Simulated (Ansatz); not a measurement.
# SnSe: what the smearing changes

The task here is to estimate one member of a computed series from the others.

Computed with Ansatz 0.2.0 (DFT, PBE, all-electron LAPW, scalar-relativistic, unless a step's input says otherwise).

**The structure to begin with**

It takes space group Fm-3m (No. 225, cubic). The conventional cell has a = 6.020 Å, b = 6.020 Å, c = 6.020 Å, α = 90.00°, β = 90.00°, γ = 90.00°. Sn (site symmetry m-3m) is surrounded by 6 Se at 3.01 Å. Se (site symmetry m-3m) is surrounded by 6 Sn at 3.01 Å.

Structure file:

```xyz
2
Lattice="0.0000 3.0100 3.0100 3.0100 0.0000 3.0100 3.0100 3.0100 0.0000" Properties=species:S:1:pos:R:3 pbc="T T T"
Sn    0.0000    0.0000    0.0000
Se    3.0100    3.0100    3.0100
```

The cell comes from a crystallographic database entry that wasn't checked; take it as a given geometry, which may be far from equilibrium.

Atoms are numbered in the order of the input: Sn1, Se2.

The first run:

Input file input.yaml:

```yaml
crystal:
  lattice:
    - [0.0, 3.01, 3.01]
    - [3.01, 0.0, 3.01]
    - [3.01, 3.01, 0.0]
  atoms:
    - { symbol: Sn, position: [0.0, 0.0, 0.0] }
    - { symbol: Se, position: [0.5, 0.5, 0.5] }
kpoints:
  mp_grid: { grid: [9, 9, 9] }
scf:
  occupations: { method: cold, width: 0.15 }
hamiltonian:
  xc: pbe
  pseudopotentials: { kind: all_electron, lapw: { basis_error: 0.00025 } }
output:
  forces: true
  stress: true
  eigenvalues: true
```

Launch:

```bash
$ ansatz run input.yaml --threads 1 --pin off --max-ram 2048MiB --backend cpu --events-out ev --progress --plain --runs-dir out
```

Steps of the session up to this table: With cold smearing of 0.15 eV; With Fermi–Dirac smearing of 0.28 eV; With Fermi–Dirac smearing of 0.15 eV; With Fermi–Dirac smearing of 0.01 eV; With tetrahedron filling.

One of the session's tables, all rows but one given; the rest of the session is left out.

```
                       smearing  energy from the first row (meV/atom)
       cold smearing of 0.15 eV                                  0.00
Fermi–Dirac smearing of 0.28 eV                                 10.77
Fermi–Dirac smearing of 0.15 eV                                     ?
Fermi–Dirac smearing of 0.01 eV                                  0.00
            tetrahedron filling                                  0.00
```

**Question.** Estimate the row for Fermi–Dirac smearing of 0.15 eV.

**Answer.** energy from the first row (meV/atom): 1.71. In the column «energy from the first row (meV/atom)» it lies between tetrahedron filling (0.00) and Fermi–Dirac smearing of 0.28 eV (10.77).

Energies are those extrapolated to zero smearing.

Caveats from the session: Warnings in the runs' records: tetrahedron derivatives may miss energy slope, band table not solved further.
